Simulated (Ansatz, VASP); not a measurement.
## GaN in VASP and in Ansatz

INCAR

```
ALGO = Normal
EDIFF = 1E-6
ENCUT = 520
ISIF = 2
ISMEAR = -1
LASPH = T
LCHARG = T
LELF = T
LREAL = F
LVHAR = T
LWAVE = F
NBANDS = 16
NELM = 60
PREC = Accurate
SIGMA = 0.05
```

KPOINTS

```
k-points
0
Gamma
  11 11 11
```

File POSCAR:

```
GaN
1.0
    0.0000000000      2.1493760412      2.1493760412
    2.1493760412      0.0000000000      2.1493760412
    2.1493760412      2.1493760412      0.0000000000
Ga N
1 1
Direct
    0.0000000000      0.0000000000      0.0000000000
    0.5000000000      0.5000000000      0.5000000000
```

The input input.yaml:

```yaml
crystal:
  lattice:
    - [0.0, 2.1493760412, 2.1493760412]
    - [2.1493760412, 0.0, 2.1493760412]
    - [2.1493760412, 2.1493760412, 0.0]
  atoms:
    - { symbol: Ga, position: [0.0, 0.0, 0.0] }
    - { symbol: "N", position: [0.5, 0.5, 0.5] }
kpoints:
  mp_grid: { grid: [11, 11, 11] }
scf:
  occupations: { method: fermi_dirac, width: 0.05 }
hamiltonian:
  xc: lda
  pseudopotentials: { kind: all_electron, lapw: { basis_error: 0.001 } }
output:
  forces: true
  stress: true
  eigenvalues: true
```

Change from the starting cell: volume scaled by 1.02.

Alike in both runs: task single point; functional LDA; k mesh 11 × 11 × 11; occupations fermi-dirac, width 0.05 eV; no spin polarisation.

```csv
,VASP,Ansatz
version,VASP 6.6.1,Ansatz 0.2.0
potentials or method,"VASP PAW LDA potentials, release 64 (Ga_d, N)","all-electron LAPW, scalar-relativistic"
plane-wave cutoff (eV),520,see its input
```

Ansatz gave:

| Property | Result |
| --- | --- |
| gap on the k mesh at the Fermi level (eV) | 0.22 |
| least direct gap on the mesh (eV) | 2.19 |
| pressure (GPa) | -16.9 |

What did VASP give for the same quantities?

gap on the k mesh at the Fermi level (eV): 0.25; least direct gap on the mesh (eV): 2.21; pressure (GPa): -16.0.

Ansatz ran all-electron here, so the differences hold the error of VASP's frozen core and of both bases.

Caveats: an odd mesh through Γ misses points on the zone boundary, where band edges often lie; so large a pressure means that the cell lies far from this level's equilibrium, or that cutoff or potentials fall short (VASP).
